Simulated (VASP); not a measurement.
# MgS (Imm2) in VASP: further runs

Runs on MgS. Level: LDA. Tasks: single point.

All numbers are computed with VASP 6.6.1; they aren't measurements. Logs are shortened: lines on timing, memory, paths and dates and some standing lists are left out, and cuts for length are marked.

## Step 1: The cell of the first run

Symmetry: Imm2, No. 44, orthorhombic system. Conventional cell: a = 4.007 Å, b = 4.007 Å, c = 5.666 Å, α = 90.00°, β = 90.00°, γ = 90.00°. Mg (site symmetry mm2) has 4 S at 2.34 to 2.57 Å as nearest neighbours. Around S (site symmetry mm2) lie 4 Mg at 2.34 to 2.57 Å.

The cell comes from a database or a generator and needn't be the stable form of this composition.

## Step 2: Single point, LDA (atom 1 (Mg) moved by (-0.200, +0.000) A along y and z)

The input, INCAR:

```
SYSTEM = MgS
PREC = Accurate
ENCUT = 520
EDIFF = 1E-6
ISMEAR = 0
SIGMA = 0.05
LREAL = .False.
LASPH = .True.
NELM = 100
ALGO = Normal
ISIF = 2
LWAVE = .False.
LCHARG = .True.
GGA = CA
LELF = .True.
LVHAR = .True.
NBANDS = 11
```

The input, KPOINTS:

```
regular mesh
0
Gamma
  8 8 8
  0 0 0
```

The input, POSCAR:

```
MgS
1.0
    0.0000000000      2.8331200468      2.8331200468
    2.8331200468      0.0000000000      2.8331200468
    2.8331200468      2.8331200468      0.0000000000
Mg S
1 1
Direct
   -0.0352967747      0.0352967747     -0.0352967747
    0.7500000000      0.7500000000      0.7500000000
```

Potentials or basis: VASP PAW LDA potentials, release 64 (Mg, S).

Run with:

```console
$ cat potpaw_LDA.64/Mg/POTCAR potpaw_LDA.64/S/POTCAR > POTCAR
$ mpirun -np 1 vasp_std > vasp.out
```

OUTCAR:

```text
SYSTEM = MgS
   PREC = Accurate
   ENCUT = 520
   EDIFF = 1E-6
   ISMEAR = 0
   LREAL = .False.
   LASPH = .True.
   NELM = 100
   ISIF = 2
   GGA = CA

 ion  position               nearest neighbor table
   1  0.965  0.035  0.965-   2 2.34   2 2.34   2 2.57   2 2.57
   2  0.750  0.750  0.750-   1 2.34   1 2.34   1 2.57   1 2.57

  LATTYP: Found a face centered cubic cell.
 ALAT       =     5.6662400936

  Lattice vectors:

 A1 = (   0.0000000000,   2.8331200468,   2.8331200468)
 A2 = (   2.8331200468,   0.0000000000,   2.8331200468)
 A3 = (   2.8331200468,   2.8331200468,   0.0000000000)

Analysis of symmetry for initial positions (statically):
=====================================================================
 Subroutine PRICEL returns:
 Original cell was already a primitive cell.

 Routine SETGRP: Setting up the symmetry group for a
 face centered cubic supercell.

 Subroutine GETGRP returns: Found  4 space group operations
 (whereof  4 operations were pure point group operations)
 out of a pool of 48 trial point group operations.

The static configuration has the point symmetry C_2v.

Analysis of symmetry for dynamics (positions and initial velocities):
=====================================================================
 Subroutine PRICEL returns:
 Original cell was already a primitive cell.

 Routine SETGRP: Setting up the symmetry group for a
 face centered cubic supercell.

 Subroutine GETGRP returns: Found  4 space group operations
 (whereof  4 operations were pure point group operations)
 out of a pool of 48 trial point group operations.

The dynamic configuration has the point symmetry C_2v.

 Subroutine INISYM returns: Found  4 space group operations
 (whereof  4 operations are pure point group operations),
 and found     1 'primitive' translations

----------------------------------------------------------------------------------------

                                     Primitive cell

  volume of cell :      45.4805

  direct lattice vectors                    reciprocal lattice vectors
     0.000000000  2.833120047  2.833120047    -0.176483874  0.176483874  0.176483874
     2.833120047  0.000000000  2.833120047     0.176483874 -0.176483874  0.176483874
     2.833120047  2.833120047  0.000000000     0.176483874  0.176483874 -0.176483874

  length of vectors
     4.006636794  4.006636794  4.006636794     0.305679036  0.305679036  0.305679036

  position of ions in fractional coordinates (direct lattice)
     0.964703225  0.035296775  0.964703225
     0.750000000  0.750000000  0.750000000

  ion indices of the primitive-cell ions
   primitive index   ion index
                 1           1
                 2           2

----------------------------------------------------------------------------------------

 KPOINTS: regular mesh

Automatic generation of k-mesh.
 Grid dimensions read from file:
 generate k-points for:    8    8    8

 Generating k-lattice:

  Cartesian coordinates                     Fractional coordinates (reciprocal lattice)
    -0.022060484  0.022060484  0.022060484     0.125000000  0.000000000  0.000000000
     0.022060484 -0.022060484  0.022060484     0.000000000  0.125000000  0.000000000
     0.022060484  0.022060484 -0.022060484     0.000000000  0.000000000  0.125000000

  Length of vectors
     0.038209879  0.038209879  0.038209879

  Shift w.r.t. Gamma in fractional coordinates (k-lattice)
     0.000000000  0.000000000  0.000000000

 Subroutine IBZKPT returns following result:
 ===========================================

 Found     95 irreducible k-points:

 Following reciprocal coordinates:
            Coordinates               Weight
  0.000000  0.000000  0.000000      1.000000
  0.125000  0.000000  0.000000      4.000000
  0.000000  0.125000  0.000000      4.000000
  0.250000  0.000000  0.000000      4.000000
  0.000000  0.250000  0.000000      4.000000
  0.375000  0.000000  0.000000      4.000000
[... 16 lines left out ...]
  0.500000  0.375000  0.500000      4.000000
 -0.375000  0.125000  0.000000      8.000000
 [... further k-points ...]
   k-points           NKPTS =     95   k-points in BZ     NKDIM =     95   number of bands    NBANDS=     11
   number of dos      NEDOS =    301   number of ions     NIONS =      2
   total plane-waves  NPLWV =  27000
   dimension x,y,z NGX =    30 NGY =   30 NGZ =   30
   dimension x,y,z NGXF=    60 NGYF=   60 NGZF=   60
   ions per type =               1   1
   NGX,Y,Z   is equivalent  to a cutoff of  12.45, 12.45, 12.45 a.u.
   NGXF,Y,Z  is equivalent  to a cutoff of  24.90, 24.90, 24.90 a.u.
 SYSTEM =  MgS
   PREC   = accura    normal or accurate (medium, high low for compatibility)
   ISTART =      0    job   : 0-new  1-cont  2-samecut
   ICHARG =      2    charge: 1-file 2-atom 10-const
   ISPIN  =      1    spin polarized calculation?
   LNONCOLLINEAR =      F non collinear calculations
   LSORBIT =      F    spin-orbit coupling
[... 64 lines left out ...]
      3       0.9018      2.00000
      4       1.1064      2.00000
      5       4.0418      0.00000
      6       8.6328      0.00000
      7       8.6523      0.00000
      8       8.7042      0.00000
      9      11.5808      0.00000
     10      11.7262      0.00000
     11      14.0362      0.00000

 k-point     2 :       0.1250    0.0000    0.0000
  band No.  band energies     occupation
      1     -10.2736      2.00000
      2       0.2890      2.00000
      3       0.5570      2.00000
      4       0.9329      2.00000
      5       4.7412      0.00000
      6       8.3967      0.00000
      7       8.7819      0.00000
      8       8.8839      0.00000
      9      11.1479      0.00000
     10      11.3061      0.00000
     11      13.5339      0.00000

 k-point     3 :       0.0000    0.1250    0.0000
  band No.  band energies     occupation
      1     -10.2702      2.00000
      2      -0.0035      2.00000
      3       0.7737      2.00000
      4       1.0487      2.00000
      5       4.7048      0.00000
      6       8.4206      0.00000
      7       8.8034      0.00000
      8       8.9645      0.00000
      9      11.0471      0.00000
     10      11.1319      0.00000
     11      13.7276      0.00000

 k-point     4 :       0.2500    0.0000    0.0000
  band No.  band energies     occupation
      1     -10.0477      2.00000
      2      -0.9097      2.00000
      3       0.4415      2.00000
      4       0.8046      2.00000
      5       5.5889      0.00000
      6       8.4258      0.00000
      7       8.6738      0.00000
      8       8.9375      0.00000
      9      11.2050      0.00000
     10      11.4868      0.00000
     11      12.7018      0.00000

 k-point     5 :       0.0000    0.2500    0.0000
  band No.  band energies     occupation
      1     -10.0348      2.00000
      2      -1.1650      2.00000
      3       0.6380      2.00000
      4       0.9194      2.00000
      5       5.5747      0.00000
      6       8.3888      0.00000
      7       8.7960      0.00000
      8       9.1619      0.00000
      9      10.9698      0.00000
     10      11.0970      0.00000
     11      12.8645      0.00000
[... 211 lines left out ...]
 k-point    21 :       0.0000    0.5000    0.1250
  band No.  band energies     occupation
      1      -9.6215      2.00000
      2      -2.2965      2.00000
      3       0.2273      2.00000
      4       0.4917      2.00000
      5       6.2178      0.00000
      6       7.5433      0.00000
      7       8.9617      0.00000
      8       9.4892      0.00000
      9      12.4027      0.00000
     10      13.7458      0.00000
     11      14.3955      0.00000

 k-point    22 :       0.1250    0.0000    0.5000
  band No.  band energies     occupation
      1      -9.6490      2.00000
      2      -2.0518      2.00000
      3       0.1793      2.00000
      4       0.2501      2.00000
      5       6.1788      0.00000
      6       7.4715      0.00000
      7       8.8646      0.00000
      8       9.5173      0.00000
      9      12.6093      0.00000
     10      14.1519      0.00000
     11      14.3210      0.00000

 k-point    23 :       0.5000    0.3750    0.5000
  band No.  band energies     occupation
      1      -9.6222      2.00000
      2      -2.2799      2.00000
      3       0.0760      2.00000
      4       0.6233      2.00000
      5       6.2754      0.00000
      6       7.6147      0.00000
      7       8.6911      0.00000
      8       9.5487      0.00000
      9      12.4939      0.00000
     10      13.8581      0.00000
     11      14.1321      0.00000

 k-point    24 :      -0.3750    0.1250    0.0000
  band No.  band energies     occupation
      1      -9.6854      2.00000
      2      -1.9367      2.00000
      3      -0.1100      2.00000
      4       0.5857      2.00000
      5       6.2834      0.00000
      6       7.6156      0.00000
      7       8.5986      0.00000
      8       9.4429      0.00000
      9      12.3097      0.00000
     10      13.4899      0.00000
     11      14.4021      0.00000

 [... further k-points ...]

------------------------ aborting loop because EDIFF is reached ----------------------------------------

  FORCE on cell =-STRESS in cart. coord.  units (eV):
  Direction    XX          YY          ZZ          XY          YZ          ZX
  --------------------------------------------------------------------------------------
  -------------------------------------------------------------------------------------
  Total       -0.3206588     -0.6913820     -0.3206588     -0.0000000      0.0000000      1.1350305
  in kB      -11.2961074    -24.3558753    -11.2961074     -0.0000000      0.0000000     39.9846410
  external PRESSURE =     -15.6493633 kB  Pullay stress =       0.0000000 kB

 VOLUME and BASIS-vectors are now :
 -----------------------------------------------------------------------------
  energy-cutoff  :      520.00
  volume of cell :       45.48
      direct lattice vectors                 reciprocal lattice vectors
     0.000000000  2.833120047  2.833120047    -0.176483874  0.176483874  0.176483874
     2.833120047  0.000000000  2.833120047     0.176483874 -0.176483874  0.176483874
     2.833120047  2.833120047  0.000000000     0.176483874  0.176483874 -0.176483874

 POSITION                                       TOTAL-FORCE (eV/Angst)
 -----------------------------------------------------------------------------------
      2.83312      5.46624      2.83312        -0.000000      1.040020     -0.000000
      4.24968      4.24968      4.24968         0.000000     -1.040020      0.000000
 -----------------------------------------------------------------------------------
    total drift:                               -0.000000      0.000177     -0.000000

  FREE ENERGIE OF THE ION-ELECTRON SYSTEM (eV)
  ---------------------------------------------------
  free  energy   TOTEN  =        -9.2729325790 eV

  energy  without entropy=       -9.2729325790  energy(sigma->0) =       -9.27293258
```

Wall time 21 s (1 thread of Intel Xeon 6975P-C (Granite Rapids), shared host); peak memory 0.18 GiB.

What came out:

| Quantity | Value |
| --- | --- |
| Free energy | -9.2729 eV |
| Pressure | -1.6 GPa |
| Largest force | 1.040 eV/Å |
| Band gap on the k mesh | 2.94 eV, direct |

Forces on the atoms (eV/Å):
```
Mg   0.000  1.040  0.000
S    0.000 -1.040  0.000
```

Stress tensor (GPa, compression positive):
```
-1.13  0.00  4.00
 0.00 -2.44  0.00
 4.00  0.00 -1.13
```

Caveat: forces of over 1 eV/Å show positions far from the minimum, so gaps and moduli don't describe the material at rest. A k mesh can miss the band edges.

## Step 3: Single point, LDA (atom 1 (Mg) moved by (-0.100, +0.000) A along y and z)

The input, INCAR:

```
SYSTEM = MgS
PREC = Accurate
ENCUT = 520
EDIFF = 1E-7
ISMEAR = 0
SIGMA = 0.05
LREAL = .FALSE.
LASPH = .TRUE.
NELM = 100
ALGO = Fast
ISIF = 2
LWAVE = .FALSE.
LCHARG = .FALSE.
NBANDS = 11
```

The input, KPOINTS:

```
Automatic mesh
0
G
  8 8 8
  0 0 0
```

Changes to POSCAR since step 2:

```diff
@@ -8,3 +8,3 @@
 Direct
-   -0.0352967747      0.0352967747     -0.0352967747
+   -0.0176483874      0.0176483874     -0.0176483874
     0.7500000000      0.7500000000      0.7500000000
```

Potentials or basis: VASP PAW LDA potentials, release 64 (Mg, S).

Run with:

```console
$ cat potpaw_LDA.64/Mg/POTCAR potpaw_LDA.64/S/POTCAR > POTCAR
$ mpirun -np 1 vasp_std > vasp.out
```

Run time: 24 s. Hardware: 1 thread of Intel Xeon 6975P-C (Granite Rapids), shared host; peak memory 0.17 GiB.

It converged, with:

| Item | Value |
| --- | --- |
| Free energy | -9.3516 eV |
| Pressure | -2.3 GPa |
| Largest force | 0.529 eV/Å |
| Band gap on the k mesh | 3.06 eV, direct |

Forces in eV/Å, atoms in the order of the input:
```
Mg   0.000  0.529  0.000
S    0.000 -0.529  0.000
```

Stress tensor (GPa, compression positive):
```
-2.17  0.00  1.95
 0.00 -2.50  0.00
 1.95  0.00 -2.17
```

Levels at points of the mesh, in eV from the valence-band top:
| k point | band 2 | band 3 | band 4 | band 5 | band 6 | band 7 |
| --- | --- | --- | --- | --- | --- | --- |
| (0.00, 0.00, 0.00) | -0.25 | -0.11 | 0.00 | 3.06 | 7.63 | 7.64 |
| (0.50, 0.00, 0.00) | -3.26 | -0.58 | -0.41 | 4.73 | 7.22 | 7.38 |
| (0.00, 0.50, 0.00) | -3.39 | -0.49 | -0.34 | 4.75 | 7.29 | 7.47 |
| (0.50, 0.50, 0.00) | -3.01 | -1.17 | -1.17 | 3.53 | 5.30 | 10.72 |
| (0.50, 0.00, 0.50) | -2.99 | -1.28 | -1.09 | 3.54 | 5.31 | 10.72 |

## Step 4: Single point, LDA (atom 1 (Mg) moved by (-0.100, -0.100) A along y and z)

Changes to INCAR since step 3:

```diff
@@ -3,3 +3,3 @@
 ENCUT = 520
-EDIFF = 1E-7
+EDIFF = 1E-6
 ISMEAR = 0
```

KPOINTS is that of step 3.

Changes to POSCAR since step 3:

```diff
@@ -8,3 +8,3 @@
 Direct
-   -0.0176483874      0.0176483874     -0.0176483874
+   -0.0352967747      0.0000000000      0.0000000000
     0.7500000000      0.7500000000      0.7500000000
```

Run with:

```console
$ cat potpaw_LDA.64/Mg/POTCAR potpaw_LDA.64/S/POTCAR > POTCAR
$ mpirun -np 1 vasp_std > vasp.out
```

Wall time 32 s (1 thread of Intel Xeon 6975P-C (Granite Rapids), shared host); peak memory 0.2 GiB.

It converged, with:

| Property | Result |
| --- | --- |
| Free energy | -9.3243 eV |
| Pressure | -2.0 GPa |
| Largest force | 0.794 eV/Å |
| Band gap on the k mesh | 3.00 eV, direct |

Forces in eV/Å, atoms in the order of the input:
```
Mg   0.189  0.545  0.545
S   -0.189 -0.545 -0.545
```

Stress tensor (GPa, compression positive):
```
-1.82  2.00  2.00
 2.00 -2.16  0.54
 2.00  0.54 -2.16
```

Levels at points of the mesh, in eV from the valence-band top:
| k point | band 1 | band 2 | band 3 | band 4 | band 5 | band 6 | band 7 | band 8 | band 9 |
| --- | --- | --- | --- | --- | --- | --- | --- | --- | --- |
| (0.00, 0.00, 0.00) | -11.41 | -0.35 | -0.17 | 0.00 | 3.00 | 7.57 | 7.58 | 7.65 | 10.57 |
| (0.50, 0.00, 0.00) | -10.72 | -3.25 | -0.66 | -0.50 | 4.67 | 7.12 | 7.31 | 8.21 | 12.31 |
| (0.00, 0.50, 0.00) | -10.71 | -3.38 | -0.64 | -0.37 | 4.67 | 7.14 | 7.45 | 8.18 | 12.27 |
| (0.50, 0.50, 0.50) | -10.69 | -3.50 | -0.51 | -0.36 | 4.71 | 7.28 | 7.45 | 8.12 | 12.29 |
| (0.50, 0.50, 0.00) | -10.48 | -3.05 | -1.32 | -1.13 | 3.48 | 5.25 | 10.64 | 11.81 | 11.84 |
| (0.00, 0.50, 0.50) | -10.48 | -3.06 | -1.22 | -1.21 | 3.48 | 5.24 | 10.64 | 11.83 | 11.86 |

## Step 5: Single point, LDA (atom 1 (Mg) moved by (-0.200, -0.200) A along y and z)

The input, INCAR:

```
SYSTEM = MgS
PREC     = Accurate       ! precision mode
ENCUT    = 520            ! plane-wave cutoff, eV
EDIFF    = 1E-6           ! SCF threshold, eV
ISMEAR   = 0              ! smearing method
SIGMA    = 0.05           ! smearing width, eV
LREAL    = .FALSE.        ! projectors in reciprocal space
LASPH    = .TRUE.         ! aspherical terms in the spheres
NELM     = 100            ! most SCF steps
ALGO     = Normal         ! electronic algorithm
ISIF     = 2              ! what is computed and relaxed
LWAVE    = .FALSE.        ! write WAVECAR
LCHARG   = .FALSE.        ! write CHGCAR
NBANDS   = 11             ! bands
```

KPOINTS is that of step 4.

Changes to POSCAR since step 4:

```diff
@@ -8,3 +8,3 @@
 Direct
-   -0.0352967747      0.0000000000      0.0000000000
+   -0.0705935494      0.0000000000      0.0000000000
     0.7500000000      0.7500000000      0.7500000000
```

Run with:

```console
$ cat potpaw_LDA.64/Mg/POTCAR potpaw_LDA.64/S/POTCAR > POTCAR
$ mpirun -np 1 vasp_std > vasp.out
```

Wall time 26 s (1 thread of Intel Xeon 6975P-C (Granite Rapids), shared host); peak memory 0.2 GiB.

It converged, with:

```
Free energy            : -9.1549 eV
Pressure               : -0.5 GPa
Largest force          : 1.827 eV/Å
Band gap on the k mesh : 2.83 eV, direct
```

Forces on the atoms (eV/Å):
```
Mg   0.780  1.168  1.168
S   -0.780 -1.168 -1.168
```

Stress tensor (GPa, compression positive):
```
 0.50  4.39  4.39
 4.39 -1.03  2.13
 4.39  2.13 -1.03
```

Levels at points of the mesh, in eV from the valence-band top:
| k point | band 1 | band 2 | band 3 | band 4 | band 5 | band 6 | band 7 | band 8 | band 9 |
| --- | --- | --- | --- | --- | --- | --- | --- | --- | --- |
| (0.00, 0.00, 0.00) | -11.57 | -0.68 | -0.31 | 0.00 | 2.83 | 7.38 | 7.48 | 7.61 | 10.42 |
| (0.50, 0.00, 0.00) | -10.90 | -3.28 | -0.96 | -0.63 | 4.49 | 6.81 | 7.21 | 8.04 | 11.98 |
| (0.00, 0.50, 0.00) | -10.87 | -3.53 | -0.91 | -0.38 | 4.48 | 6.88 | 7.47 | 8.00 | 11.89 |
| (0.50, 0.50, 0.50) | -10.84 | -3.75 | -0.65 | -0.38 | 4.58 | 7.15 | 7.46 | 7.86 | 11.97 |
| (0.50, 0.50, 0.00) | -10.65 | -3.20 | -1.54 | -1.19 | 3.32 | 5.10 | 10.35 | 11.69 | 11.73 |
| (0.00, 0.50, 0.50) | -10.65 | -3.25 | -1.36 | -1.30 | 3.30 | 5.04 | 10.33 | 11.71 | 11.83 |

Caveat: forces of over 1 eV/Å show positions far from the minimum, so gaps and moduli don't describe the material at rest.

## Step 6: Overview

| cell | gap on the mesh (eV) | pressure (GPa) | largest force (eV/Å) |
| --- | --- | --- | --- |
| atom 1 (Mg) moved by (-0.200, +0.000) A along y and z | 2.94 | -1.6 | 1.04 |
| atom 1 (Mg) moved by (-0.100, +0.000) A along y and z | 3.06 | -2.3 | 0.53 |
| atom 1 (Mg) moved by (-0.100, -0.100) A along y and z | 3.00 | -2.0 | 0.79 |
| atom 1 (Mg) moved by (-0.200, -0.200) A along y and z | 2.83 | -0.5 | 1.83 |

Alike in all rows: task single point; level LDA; potentials or basis VASP PAW LDA potentials, release 64 (Mg, S); no spin polarisation; k mesh 8 × 8 × 8; cutoff (eV) 520; smearing gaussian 0.05 eV.

Caveats: forces of over 1 eV/Å show positions far from the minimum, so gaps and moduli don't describe the material at rest (some runs).

Total energies depend on the potentials used, so only differences within one code and one set of settings carry meaning.
